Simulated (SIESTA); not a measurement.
The system is Tl.

```
Tl
1.0
    -1.95600    1.95600    1.95600
     1.95600   -1.95600    1.95600
     1.95600    1.95600   -1.95600
Tl
1
Direct
  0.00000 0.00000 0.00000
```

This isn't the form of Tl at room conditions, which is hcp.

- Program: SIESTA 5.4.2
- Task: relaxation of cell and atoms
- Functional: SVWN5
- Potentials or basis: SG15 1.2 NC or PseudoDojo by element (PBE files)
- Basis: TZP (energy shift 0.01 Ry)
- Grid cutoff: 500 Ry
- Energy shift: 0.01 Ry
- k mesh: 10 × 10 × 10
- Occupations: fermi-dirac, width 0.05 eV
- Spin: no spin polarisation

At the start: pressure -3.3 GPa; volume 29.93 Å³/atom.

Question: How do energy, volume and symmetry change on relaxing?

Answer: Over 3 steps the energy falls by 34.1 meV/atom and the volume is 26.74 Å³/atom (-10.7 %); space group Im-3m (No. 229, to 0.05 Å).

Step by step:
```csv
step,energy change (eV),largest force (eV/Å),pressure (GPa),volume (Å³)
1,0.0000,0.0000,-3.31,29.93
2,-0.0144,0.0000,-2.60,29.15
3,-0.0341,0.0000,0.18,26.74
```

Final structure:
```cif
data_structure
_symmetry_space_group_name_H-M 'P 1'
_symmetry_Int_Tables_number 1
_cell_length_a 3.2629
_cell_length_b 3.2629
_cell_length_c 3.2629
_cell_angle_alpha 109.471
_cell_angle_beta 109.471
_cell_angle_gamma 109.471
_cell_volume 26.74
loop_
_atom_site_label
_atom_site_type_symbol
_atom_site_fract_x
_atom_site_fract_y
_atom_site_fract_z
_atom_site_occupancy
Tl1 Tl 0.00000 0.00000 0.00000 1
```

Caveat: semicore shells carry a single zeta, which can move pressures by several GPa and volumes by a few percent; the potentials were made for another functional, which shifts forces and pressure; the basis of atomic orbitals isn't converged, which shifts pressures, moduli and gaps.
